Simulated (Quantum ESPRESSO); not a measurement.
# Pb (Fm-3m) in Quantum ESPRESSO: further runs, part 2 of 2

Quantum ESPRESSO 7.5. The steps go on from the part before.

## 3. Phonons, LDA

File pw.in:

```
&CONTROL
  calculation = 'scf'
  prefix = 'pwscf'
  outdir = './tmp'
  pseudo_dir = './pseudo'
  tprnfor = .true.
  tstress = .true.
  disk_io = 'low'
/
&SYSTEM
  ibrav = 0
  nat = 1
  ntyp = 1
  ecutwfc = 45
  ecutrho = 360
  nbnd = 13
  occupations = 'smearing'
  smearing = 'gaussian'
  degauss = 0.01469973
/
&ELECTRONS
  conv_thr = 2d-10
  electron_maxstep = 120
  mixing_beta = 0.5
/
ATOMIC_SPECIES
Pb   207.2000 pb_lda_v1.uspp.F.UPF
CELL_PARAMETERS angstrom
   0.0000000000    2.4750200000    2.4750200000
   2.4750200000    0.0000000000    2.4750200000
   2.4750200000    2.4750200000    0.0000000000
ATOMIC_POSITIONS crystal
Pb     0.0000000000    0.0000000000    0.0000000000
K_POINTS automatic
9 9 9 0 0 0
```

File relax.in:

```
&CONTROL
  calculation = 'vc-relax'
  prefix = 'pwscf'
  outdir = './tmp'
  pseudo_dir = './pseudo'
  tprnfor = .true.
  tstress = .true.
  disk_io = 'low'
  nstep = 40
  forc_conv_thr = 0.0001
  etot_conv_thr = 1d-06
/
&SYSTEM
  ibrav = 0
  nat = 1
  ntyp = 1
  ecutwfc = 45
  ecutrho = 360
  nbnd = 13
  occupations = 'smearing'
  smearing = 'gaussian'
  degauss = 0.01469973
/
&ELECTRONS
  conv_thr = 2d-10
  electron_maxstep = 120
  mixing_beta = 0.5
/
&IONS
  ion_dynamics = 'bfgs'
/
&CELL
  cell_dynamics = 'bfgs'
  press = 0
  press_conv_thr = 0.2
/
ATOMIC_SPECIES
Pb   207.2000 pb_lda_v1.uspp.F.UPF
CELL_PARAMETERS angstrom
   0.0000000000    2.4750200000    2.4750200000
   2.4750200000    0.0000000000    2.4750200000
   2.4750200000    2.4750200000    0.0000000000
ATOMIC_POSITIONS crystal
Pb     0.0000000000    0.0000000000    0.0000000000
K_POINTS automatic
9 9 9 0 0 0
```

File scf2.in:

```
&CONTROL
  calculation = 'scf'
  prefix = 'pwscf'
  outdir = './tmp'
  pseudo_dir = './pseudo'
  tprnfor = .true.
  tstress = .true.
  disk_io = 'low'
/
&SYSTEM
  ibrav = 0
  nat = 1
  ntyp = 1
  ecutwfc = 45
  ecutrho = 360
  nbnd = 13
  occupations = 'smearing'
  smearing = 'gaussian'
  degauss = 0.01469973
/
&ELECTRONS
  conv_thr = 1d-13
  electron_maxstep = 120
  mixing_beta = 0.5
  startingpot = 'file'
  startingwfc = 'file'
/
ATOMIC_SPECIES
Pb   207.2000 pb_lda_v1.uspp.F.UPF
CELL_PARAMETERS angstrom
   0.0000000000    2.4343995080    2.4343995080
   2.4343995080    0.0000000000    2.4343995080
   2.4343995080    2.4343995080    0.0000000000
ATOMIC_POSITIONS crystal
Pb     0.0000000000    0.0000000000    0.0000000000
K_POINTS automatic
9 9 9 0 0 0
```

File ph.in:

```
phonons of Pb
&INPUTPH
  prefix = 'pwscf'
  outdir = './tmp'
  tr2_ph = 1d-18
  fildyn = 'dyn'
  niter_ph = 90
  alpha_mix(1) = 0.4
/
0.1767766953 0.7071067812 0.1767766953
```

Potentials or basis: GBRV 1.5 LDA.

Run with:

```bash
$ OMP_NUM_THREADS=1 pw.x -in pw.in > pw.out
$ OMP_NUM_THREADS=1 pw.x -in relax.in > relax.out
$ OMP_NUM_THREADS=1 pw.x -in scf2.in > scf2.out
$ OMP_NUM_THREADS=1 ph.x -in ph.in > ph.out
```

pw.out:

```text
This program is part of the open-source Quantum ESPRESSO suite
     for quantum simulation of materials; please cite
[... 9 lines left out ...]
     --------------------
     sticks:   dense  smooth     PW     G-vecs:    dense   smooth      PW
     Sum        1069     547    163                23505     8363    1459

     Using Slab Decomposition

     bravais-lattice index     =            0
     lattice parameter (alat)  =       6.6144  a.u.
     unit-cell volume          =     204.6269 (a.u.)^3
     number of atoms/cell      =            1
     number of atomic types    =            1
     number of electrons       =        14.00
     number of Kohn-Sham states=           13
     kinetic-energy cutoff     =      45.0000  Ry
     charge density cutoff     =     360.0000  Ry
     scf convergence threshold =      2.0E-10
     mixing beta               =       0.5000
     number of iterations used =            8  plain     mixing
     Exchange-correlation= SLA  PZ   NOGX NOGC
                           (   1   1   0   0   0   0   0)

     celldm(1)=   6.614432  celldm(2)=   0.000000  celldm(3)=   0.000000
     celldm(4)=   0.000000  celldm(5)=   0.000000  celldm(6)=   0.000000

     crystal axes: (cart. coord. in units of alat)
               a(1) = (   0.000000   0.707107   0.707107 )
               a(2) = (   0.707107   0.000000   0.707107 )
               a(3) = (   0.707107   0.707107   0.000000 )

     reciprocal axes: (cart. coord. in units 2 pi/alat)
               b(1) = ( -0.707107  0.707107  0.707107 )
               b(2) = (  0.707107 -0.707107  0.707107 )
               b(3) = (  0.707107  0.707107 -0.707107 )

     PseudoPot. # 1 for Pb read from file:
     pb_lda_v1.uspp.F.UPF
     Pseudo is Ultrasoft + core correction, Zval = 14.0
     Generated by new atomic code, or converted to UPF format
     Using radial grid of  899 points,  6 beta functions with:
                l(1) =   0
                l(2) =   0
                l(3) =   1
                l(4) =   1
                l(5) =   2
                l(6) =   2
     Q(r) pseudized with  6 coefficients,  rinner =    1.000   1.000   1.000
                                                       1.000   1.000

     atomic species   valence    mass     pseudopotential
     Pb               14.00   207.20000     Pb( 1.00)

     48 Sym. Ops., with inversion, found

   Cartesian axes

     site n.     atom                  positions (alat units)
         1        Pb     tau(   1) = (   0.0000000   0.0000000   0.0000000  )

     number of k points=    35  Gaussian smearing, width (Ry)=  0.0147
                       cart. coord. in units 2pi/alat
        k(    1) = (   0.0000000   0.0000000   0.0000000), wk =   0.0027435
        k(    2) = (   0.0785674   0.0785674  -0.0785674), wk =   0.0219479
        k(    3) = (   0.1571348   0.1571348  -0.1571348), wk =   0.0219479
        k(    4) = (   0.2357023   0.2357023  -0.2357023), wk =   0.0219479
        k(    5) = (   0.3142697   0.3142697  -0.3142697), wk =   0.0219479
        k(    6) = (   0.1571348   0.0000000  -0.0000000), wk =   0.0164609
[... 27 lines left out ...]
        k(   34) = (  -0.0000000  -0.4714045   0.6285394), wk =   0.0658436
        k(   35) = (  -0.0785674  -0.3928371   0.7071068), wk =   0.0658436

     Dense  grid:    23505 G-vectors     FFT dimensions: (  40,  40,  40)

     Smooth grid:     8363 G-vectors     FFT dimensions: (  30,  30,  30)

     Check: negative core charge=   -0.000002

     Initial potential from superposition of free atoms

     starting charge      13.9982, renormalised to      14.0000

     negative rho (up, down):  1.534E-02 0.000E+00
     Starting wfcs are    9 randomized atomic wfcs +    4 random wfcs

     Self-consistent Calculation

     iteration #  1     ecut=    45.00 Ry     beta= 0.50
     Davidson diagonalization with overlap
     ethr =  1.00E-02,  avg # of iterations =  4.7

     Threshold (ethr) on eigenvalues was too large:
     Diagonalizing with lowered threshold

     Davidson diagonalization with overlap
     c_bands:  1 eigenvalues not converged
     c_bands:  1 eigenvalues not converged
     c_bands:  2 eigenvalues not converged
     ethr =  1.83E-05,  avg # of iterations = 13.1

     negative rho (up, down):  1.547E-02 0.000E+00

     total energy              =    -164.03039858 Ry
     estimated scf accuracy    <       0.00259474 Ry
[... 46 lines left out ...]
     iteration #  7     ecut=    45.00 Ry     beta= 0.50
     Davidson diagonalization with overlap
     ethr =  1.64E-12,  avg # of iterations =  3.1

     negative rho (up, down):  1.579E-02 0.000E+00

     End of self-consistent calculation

          k = 0.0000 0.0000 0.0000 (  1037 PWs)   bands (ev):

    -6.0542  -6.0542  -6.0542  -5.9117  -5.9117  -0.8880  18.0040  18.2326
    18.2326  18.2326  20.8016  22.3222  23.4500

          k = 0.0786 0.0786-0.0786 (  1028 PWs)   bands (ev):
[... 146 lines left out ...]
    -6.0791  -5.9903  -5.9216  -5.8830  -5.7825   3.6623   8.4093  10.5355
    13.3536  18.0165  19.5425  23.2676  24.9431

          k = 0.0000-0.3143 0.4714 (  1042 PWs)   bands (ev):

    -6.0512  -6.0209  -5.9394  -5.8451  -5.8294   2.8428   9.3447  10.7734
    14.2695  18.0178  20.1259  22.8027  23.1791

          k =-0.0786-0.5500 0.7071 (  1045 PWs)   bands (ev):
[... 11 lines left out ...]
    -6.0459  -6.0323  -5.9504  -5.8582  -5.7525   3.9954   9.0930  10.0398
    11.7064  18.0177  21.2194  22.3518  23.3187

     the Fermi energy is    10.7749 ev

!    total energy              =    -164.03076058 Ry
     estimated scf accuracy    <          8.1E-13 Ry
     smearing contrib. (-TS)   =      -0.00053156 Ry
     internal energy E=F+TS    =    -164.03022902 Ry

     The total energy is F=E-TS. E is the sum of the following terms:
     one-electron contribution =     -31.02208496 Ry
     hartree contribution      =      26.17340778 Ry
     xc contribution           =     -63.11443180 Ry
     ewald contribution        =     -96.06712003 Ry

     convergence has been achieved in   7 iterations

     negative rho (up, down):  1.579E-02 0.000E+00

     Forces acting on atoms (cartesian axes, Ry/au):

     atom    1 type  1   force =     0.00000000    0.00000000    0.00000000

     Total force =     0.000000     Total SCF correction =     0.000000

     Computing stress (Cartesian axis) and pressure

     negative rho (up, down):  1.579E-02 0.000E+00
          total   stress  (Ry/bohr**3)                   (kbar)     P=      -23.83
  -0.00016200  -0.00000000  -0.00000000          -23.83       -0.00       -0.00
  -0.00000000  -0.00016200  -0.00000000           -0.00      -23.83       -0.00
   0.00000000  -0.00000000  -0.00016200            0.00       -0.00      -23.83

=------------------------------------------------------------------------------=
   JOB DONE.
=------------------------------------------------------------------------------=
```

relax.out:

```text
This program is part of the open-source Quantum ESPRESSO suite
     for quantum simulation of materials; please cite
[... 9 lines left out ...]
     --------------------
     sticks:   dense  smooth     PW     G-vecs:    dense   smooth      PW
     Sum        1069     547    163                23505     8363    1459
[... 1963 lines left out ...]
  -0.00000043   0.00000000  -0.00000000           -0.06        0.00       -0.00
   0.00000000  -0.00000043   0.00000000            0.00       -0.06        0.00
  -0.00000000  -0.00000000  -0.00000043           -0.00       -0.00       -0.06

=------------------------------------------------------------------------------=
   JOB DONE.
=------------------------------------------------------------------------------=
```

Run time: 6.7 min. Hardware: 1 thread of Intel Xeon Platinum 8375C at 2.90GHz (Ice Lake), shared host; peak memory 0.12 GiB.

Results:

```
Free energy                                 : -2231.7628 eV
Relaxed volume                              : 28.85 Å³/atom
Relaxed cell                                : a = 3.443 Å, b = 3.443 Å, c = 3.443 Å, α = 60.00°, β = 60.00°, γ = 60.00°
Space group after relaxing (to 0.05 Å)      : Fm-3m (No. 225)
Pressure after relaxing                     : 0.0 GPa
Band gap on the k mesh                      : none (metal or under the smearing width)
Highest phonon frequency at the q point run : 67 cm⁻¹
```

Step by step:
```
step  energy change (eV)  largest force (eV/Å)  pressure (GPa)  volume (Å³)
   1              0.0000                0.0000           -2.38        30.32
   2             -0.0049                0.0000           -1.86        29.96
   3             -0.0097                0.0000           -0.99        29.41
   4             -0.0115                0.0000            0.08        28.81
   5             -0.0115                0.0000            0.00        28.85
```

Final structure:
```
CELL_PARAMETERS angstrom
0.00000 2.43440 2.43440
2.43440 0.00000 2.43440
2.43440 2.43440 0.00000
ATOMIC_POSITIONS crystal
Pb 0.00000 0.00000 0.00000
```

Levels at points of the mesh, in eV from the Fermi level:
```tsv
k point	band 4	band 5	band 6	band 7	band 8	band 9	band 10	band 11
(0.00, 0.00, 0.00)	-16.69	-16.69	-12.00	7.24	7.87	7.87	7.87	10.07
```

Phonon frequencies in cm⁻¹ (negative: imaginary):
```csv
q point,frequencies
"(0.625, 0.250, 0.625)",45 47 67
```

Phonon modes at q = (0.625, 0.250, 0.625) in reciprocal lattice units:
```tsv
mode	symmetry	cm⁻¹
1	B_1	45
2	A_1	47
3	B_2	67
```

Caveat: the q point doesn't lie on the k mesh, which can shift a metal's frequencies strongly unless the mesh is converged.
